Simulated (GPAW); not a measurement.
The system is Ru.

```
CELL_PARAMETERS angstrom
2.70580 0.00000 0.00000
-1.35290 2.34329 0.00000
0.00000 0.00000 4.28190
ATOMIC_POSITIONS crystal
Ru 0.66667 0.33333 0.75000
Ru 0.33333 0.66667 0.25000
```

- Program: GPAW 26.7.0
- Task: relaxation of cell and atoms
- Functional: PBEsol
- Dispersion: D4
- Potentials or basis: PAW data sets generated in the run's folder for this functional
- Cutoff: 600 eV
- Basis: pw
- k mesh: 11 × 11 × 6
- Occupations: fermi-dirac, width 0.05 eV
- Spin: no spin polarisation

At the start: pressure -10.2 GPa; volume 13.57 Å³/atom.

**Question.** Where does the relaxation end?

**Answer.** Over 5 steps the energy falls by 13.1 meV/atom and the volume is 13.16 Å³/atom (-3.1 %); space group P6_3/mmc (No. 194, to 0.05 Å).

Step by step:
| step | energy change (eV) | largest force (eV/Å) | pressure (GPa) | volume (Å³) |
| --- | --- | --- | --- | --- |
| 1 | 0.0000 | 0.0000 | -10.24 | 27.15 |
| 2 | -0.0221 | 0.0000 | -4.32 | 26.65 |
| 3 | -0.0261 | 0.0000 | 0.20 | 26.30 |
| 4 | -0.0261 | 0.0000 | 0.00 | 26.32 |
| 5 | -0.0261 | 0.0000 | -0.03 | 26.32 |

Final structure:
```xyz
2
Lattice="2.6777 0.0000 0.0000 -1.3389 2.3190 0.0000 0.0000 0.0000 4.2383" Properties=species:S:1:pos:R:3 pbc="T T T"
Ru    1.3389    0.7730    3.1787
Ru    0.0000    1.5460    1.0596
```

Caveat: later steps reuse the first step's grids; pairwise dispersion overbinds metals, which lowers pressure and volume.
